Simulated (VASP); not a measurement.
Given:

```
InN
1.0
    1.75500    -3.03975     0.00000
    1.75500     3.03975     0.00000
    0.00000     0.00000     5.66222
In N
2 2
Direct
  0.66667   0.33333   0.49992
  0.33333   0.66667   0.99992
  0.66667   0.33333   0.87908
  0.33333   0.66667   0.37908
```

Level of theory: LDA (Ceperley-Alder, Perdew-Zunger), VASP's LDA PAW potentials (set 64) (plane waves; VASP). Settings: 520 eV cut-off, Gaussian smearing of 0.050 eV, potentials In_d N.

### Question
Give the energies of bands 13 to 20 at the high-symmetry points, in eV from the Fermi level.

### Answer

```tsv
band	Γ	M	K	A	L	H
13	-6.00	-5.57	-4.76	-3.42	-5.64	-5.33
14	-0.93	-4.64	-4.76	-3.42	-5.64	-5.33
15	-0.93	-3.56	-4.48	-0.47	-1.73	-3.49
16	-0.18	-2.45	-2.48	-0.47	-1.73	-3.49
17	-0.02	-1.79	-2.48	-0.47	-1.62	-1.31
18	0.00	-0.93	-2.24	-0.47	-1.62	-1.31
19	0.00	3.87	4.81	2.38	3.39	5.25
20	2.79	4.41	5.80	2.38	3.39	5.25
```

It has no gap at this level: it comes out as a metal or semimetal.

The compound is InN in the wurtzite structure. It was relaxed first.
